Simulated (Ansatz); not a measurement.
# AlCu3: the cost of one run

Method: DFT PBEsol, scalar-relativistic, plane waves, PAW, in Ansatz 0.2.0.

## Step 1: Starting point

It takes space group Pm-3m (No. 221, cubic). Conventional cell: a = 3.632 Å, b = 3.632 Å, c = 3.632 Å, α = 90.00°, β = 90.00°, γ = 90.00°. Al (site symmetry m-3m) has 12 Cu at 2.57 Å as nearest neighbours. Cu (site symmetry 4/mmm) is surrounded by 4 Al at 2.57 Å and 8 Cu at 2.57 Å.

Structure file:

```xyz
4
Lattice="3.6319 0.0000 0.0000 0.0000 3.6319 0.0000 0.0000 0.0000 3.6319" Properties=species:S:1:pos:R:3 pbc="T T T"
Al    0.0000    0.0000    0.0000
Cu    1.8159    1.8159    0.0000
Cu    1.8159    0.0000    1.8159
Cu    0.0000    1.8159    1.8159
```

It goes back to an entry of the Materials Project, which need not be the stable form.

This cell was relaxed beforehand with the same method: volume 11.98 Å³/atom, gap on the mesh none (metal).

## Step 2: Reference cell for the strains

input.yaml

```yaml
crystal:
  lattice:
    - [3.6318704087, 0.0, 0.0]
    - [0.0, 3.6318704087, 0.0]
    - [0.0, 0.0, 3.6318704087]
  atoms:
    - { symbol: Al, position: [0.0, 0.0, 0.0] }
    - { symbol: Cu, position: [0.5, 0.5, 0.0] }
    - { symbol: Cu, position: [0.5, 0.0, 0.5] }
    - { symbol: Cu, position: [0.0, 0.5, 0.5] }
basis:
  ecutwfc: 420
kpoints:
  mp_grid: { grid: [14, 14, 14] }
hamiltonian:
  xc: pbesol
scf:
  occupations: { method: gaussian, width: 0.1 }
output:
  forces: true
  stress: true
  eigenvalues: true
```

Command:

```bash
> ansatz run input.yaml --threads 1 --pin off --max-ram 2560MiB --backend cpu --events-out ev --progress --plain --runs-dir out
```

**Question.** How long does this run take on 1 thread of Arm Neoverse V1, shared host, and how much memory does it need?

About 11 s, with a peak of 0.41 GiB.
